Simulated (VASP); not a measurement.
CuCl (Nantokite):

```
Cu Cl
1.0
     0.00000    2.70285    2.70285
     2.70285    0.00000    2.70285
     2.70285    2.70285    0.00000
Cu Cl
1 1
Direct
  0.00000 0.00000 0.00000
  0.25000 0.25000 0.25000
```

* Program: VASP 6.6.1
* Task: relaxation of cell and atoms
* Functional: PBEsol
* Potentials or basis: VASP PAW PBE potentials, release 64 (Cu, Cl)
* Cutoff: 600 eV
* k mesh: 10 × 10 × 10
* Occupations: gaussian, width 0.03 eV
* Spin: no spin polarisation

At the start: pressure -3.2 GPa; volume 19.75 Å³/atom.

Where does the relaxation end?

Over 3 steps the energy falls by 12.4 meV/atom and the volume is 18.60 Å³/atom (-5.8 %); space group F-43m (No. 216, to 0.05 Å).

Step by step:
```
step  energy change (eV)  largest force (eV/Å)  pressure (GPa)  volume (Å³)
   1              0.0000                0.0000           -3.22        39.49
   2             -0.0247                0.0000           -0.10        37.27
   3             -0.0247                0.0000           -0.04        37.21
```

Final structure:
```xyz
2
Lattice="0.0000 2.6498 2.6498 2.6498 0.0000 2.6498 2.6498 2.6498 0.0000" Properties=species:S:1:pos:R:3 pbc="T T T"
Cu    0.0000    0.0000    0.0000
Cl    1.3249    1.3249    1.3249
```

Caveat: the PAW data sets were made with another functional, which shifts forces and pressure a little.
